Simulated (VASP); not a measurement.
A run of VASP 6.6.1:

INCAR

```
SYSTEM = CdTe
PREC = Accurate
ENCUT = 600
EDIFF = 1E-6
ISMEAR = 0
SIGMA = 0.03
LREAL = .False.
LASPH = .True.
NELM = 80
ALGO = Normal
ISIF = 3
LWAVE = .False.
LCHARG = .False.
GGA = PS
IBRION = 2
NSW = 90
EDIFFG = -0.01
```

KPOINTS

```
regular mesh
0
Gamma
  10 10 10
  0 0 0
```

File POSCAR:

```
CdTe
1.0
    0.0000000000      3.2050000000      3.2050000000
    3.2050000000      0.0000000000      3.2050000000
    3.2050000000      3.2050000000      0.0000000000
Cd Te
1 1
Direct
    0.0000000000      0.0000000000      0.0000000000
    0.2500000000      0.2500000000      0.2500000000
```

Potentials or basis: VASP PAW PBE potentials, release 64 (Cd, Te).

The run is started by

```bash
$ cat potpaw_PBE.64/Cd/POTCAR potpaw_PBE.64/Te/POTCAR > POTCAR
$ mpirun -np 1 vasp_std > vasp.out
```

Hardware: 1 thread of Intel(R) Xeon(R) 6975P-C (Granite Rapids) (shared host).

Problem. How long does it take, and how much memory?

Solution. Run time: 36 s on 1 thread of Intel(R) Xeon(R) 6975P-C (Granite Rapids), with other jobs on the host, peak memory 0.25 GiB. Counts: scf iterations 30, k points 47, ion steps 3.
